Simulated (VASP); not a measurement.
GaP, 2 atoms in the cell. It takes space group F-43m (No. 216, cubic). Conventional cell: a = 5.451 Å, b = 5.451 Å, c = 5.451 Å, α = 90.00°, β = 90.00°, γ = 90.00°. Ga (site symmetry -43m) has 4 P at 2.36 Å as nearest neighbours. P (site symmetry -43m) is surrounded by 4 Ga at 2.36 Å. 

* Program: VASP 6.6.1
* Task: density of states
* Functional: MS2
* Potentials or basis: VASP PAW PBE potentials, release 64 (Ga_d, P)
* Cutoff: 600 eV
* k mesh: 8 × 8 × 8
* Occupations: tetrahedron
* Spin: no spin polarisation
* Further INCAR settings: ALGO = Normal; EDIFF = 1.00e-06; NBANDS = 16

Potentials or basis: VASP PAW PBE potentials, release 64 (Ga_d, P).

The run is started by

```sh
$ python run.py
```

Hardware: 1 thread of Intel(R) Xeon(R) 6975P-C (Granite Rapids), with other jobs on the host.

How long does it take, and how much memory?

Wall time 55 s on 1 thread of Intel(R) Xeon(R) 6975P-C (Granite Rapids) (shared host), peak memory 0.18 GiB. Counts: scf iterations 21, k points 29.
